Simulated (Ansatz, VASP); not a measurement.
# WS2 in VASP and in Ansatz

```
W S
1.0
     3.18778    0.00000    0.00000
    -1.59389    2.76069    0.00000
     0.00000    0.00000   14.87128
W S
2 4
Cartesian
  0.0000 1.8405 3.7178
  1.5939 0.9202 11.1535
  0.0000 1.8405 9.5824
  1.5939 0.9202 2.1467
  0.0000 1.8405 12.7245
  1.5939 0.9202 5.2889
```

Alike in both runs: functional PBE; k mesh 12 × 12 × 2; occupations gaussian, width 0.02 eV; no spin polarisation.

Ansatz relaxed the structure, and its values are those at the end. VASP's run is a single point on that final structure, the one shown.

|  | VASP | Ansatz |
| --- | --- | --- |
| version | VASP 6.6.1 | Ansatz 0.2.0 |
| potentials or method | VASP PAW PBE potentials, release 64 (W_sv, S) | scalar-relativistic, plane waves, PAW |
| plane-wave cutoff (eV) | 520 | 420 |
| valence electrons in the cell | 52 | 52 |

|  | VASP | Ansatz | Ansatz less VASP |
| --- | --- | --- | --- |
| gap on the k mesh at the Fermi level (eV) | 1.64 | 1.63 | -0.014 |
| least direct gap on the mesh (eV) | 1.80 | 1.80 | -0.003 |
| pressure (GPa) | 0.0 | 0.0 | +0.04 |

The functional is the same, so the differences come from potentials, cutoffs and numerics.

Caveats: spin-orbit coupling is left out, which moves the levels of the heavy elements; this functional lacks dispersion, which binds the layers, so the pressure and a relaxed spacing across them are unreliable. A k mesh can miss the band edges.
